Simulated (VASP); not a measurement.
Set up this calculation in VASP 6.6.1, as the native input.

* Task: single point
* Functional: PBE
* Potentials or basis: VASP PAW PBE potentials, release 64 (Al)
* Cutoff: 520 eV
* k mesh: 18 × 18 × 18
* Occupations: gaussian, width 0.1 eV
* Spin: no spin polarisation
* Dipole correction: no
* Further INCAR settings: ALGO = Fast; EDIFF = 1e-07; NBANDS = 8

The structure of Al lies in POSCAR:

```
Al
1.0
    2.7055444227      0.0000000000      0.0000000000
    1.2692280186      2.4031982618      0.0000000000
    1.3088448505      0.7828147959      2.2595886067
Al
1
Direct
    0.0000000000      0.0000000000      0.0000000000
```

The cell isn't the ideal one: Sc replaced by Al, lengths x 0.827, strained and moved within the space group.

The input as run:

INCAR

```
SYSTEM = Al
  ALGO = Fast
  EDIFF = 1E-7
  ENCUT = 520
  GGA = PE
  ISIF = 2
  ISMEAR = 0
  LASPH = .TRUE.
  LCHARG = .TRUE.
  LELF = .TRUE.
  LREAL = .FALSE.
  LVHAR = .TRUE.
  LWAVE = .FALSE.
  NBANDS = 8
  NELM = 100
  PREC = Accurate
  SIGMA = 0.1
```

KPOINTS

```
k-points
0
G
  18 18 18
  0 0 0
```

Potentials or basis: VASP PAW PBE potentials, release 64 (Al).

Launch:

```sh
$ cat potpaw_PBE.64/Al/POTCAR > POTCAR
$ mpirun -np 1 vasp_std > vasp.out
```

It gave:

| Quantity | Value |
| --- | --- |
| Pressure | 11.8 GPa |
| Band gap on the k mesh | none (metal or under the smearing width) |

Run time: 90 s on 1 thread of Intel(R) Xeon(R) 6975P-C (Granite Rapids), on a shared host, peak memory 0.38 GiB.
